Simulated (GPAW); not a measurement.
Runs of GPAW 26.7.0 on Al3Cu. Symmetry: P4/mmm, No. 123, tetragonal system. The conventional cell has a = 2.778 Å, b = 2.778 Å, c = 7.513 Å, α = 90.00°, β = 90.00°, γ = 90.00°. Cu (site symmetry 4/mmm) is surrounded by 8 Al at 2.60 Å and 4 Cu at 2.78 Å. Al (site symmetry 4mm) is surrounded by 4 Cu at 2.60 Å and 8 Al at 2.78 to 2.85 Å. Al (site symmetry 4/mmm) has 12 Al at 2.78 to 2.85 Å as nearest neighbours. The cell comes from a database or a generator and needn't be the stable form of this composition.

```tsv
task	level	potentials or basis	cell	k mesh	band path	band points	gap on the mesh (eV)	pressure (GPa)	largest force (eV/Å)
single point	PBEsol	PAW data sets generated in the run's folder for this functional, pw	as given	10 × 10 × 4	-	-	none	1.6	0.17
band structure	PBEsol	PAW data sets generated in the run's folder for this functional, pw	as given	8 × 8 × 3	GXMGZRAZ,XR,MA	80	-	1.6	0.15
band structure	LDA	the program's PAW data sets (release 1.2.1) made for this functional, pw	as given	8 × 8 × 3	GXMGZRAZ,XR,MA	80	-	(a)	0.28
single point	PBEsol	PAW data sets generated in the run's folder for this functional, pw	atoms moved at random, drawn with an rms of 0.05 Å	10 × 10 × 4	-	-	none	1.5	0.54
```

Alike in all rows: no spin polarisation; cutoff (eV) 600; smearing fermi-dirac 0.05 eV.

Task: Estimate the missing entries.

Result: (a) -1.6.

Caveats: with this Cu data set, volumes or pressures lay over 1.5 % or 2 GPa off other programs in two to four cells of ten.

A gap of «none» marks a metal or a gap under the smearing width.
